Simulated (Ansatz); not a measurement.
An input for Ansatz 0.2.0 (W2C):

input.yaml

```yaml
crystal:
  lattice: { a: 3.14982252, b: 3.14982252, c: 4.79999961, alpha: 90.0, beta: 90.0, gamma: 120.0 }
  space_group: 164
  setting: { hermann_mauguin: P-3m1 }
  reduce_to_primitive: true
  atoms:
    - { symbol: W, position: [0.6666666667, 0.3333333333, 0.253669] }
    - { symbol: C, position: [0.0, 0.0, 0.0] }
  symmetry: { detect: false }
kpoints:
  mp_grid: { kspacing: 0.25 }
scf:
  occupations: { method: cold, width: 0.025 }
hamiltonian:
  xc: lda
  pseudopotentials: { kind: all_electron, datasets: crystal }
  hubbard:
    sites: [{ species: W, l: d, u_eff: 1 }]
    double_counting: fll
    projectors: augmentation-sphere
output:
  forces: true
  stress: true
  eigenvalues: true
  dos: { projected: false, de: 0.2, e_range: [-20, 8] }
```

Potentials or basis: all-electron PAW datasets made for the crystal.

Run with:

```console
$ ansatz run input.yaml --threads 2 --pin off --max-ram 6144MiB --backend cpu --events-out ev --progress --plain --runs-dir out
```

Does this run start?

The run stopped without a result. It printed:

Output:

```text
Error: hamiltonian.pseudopotentials.datasets: crystal, beside a feature not held to (output.dos, beside hamiltonian.hubbard) — the datasets of this kind: all_electron run are made for its crystal, and no such run has been held to what stands beside, or a reason given rules it out; change each as told or leave it out, or set another kind (and leave the keys of all_electron out)
```
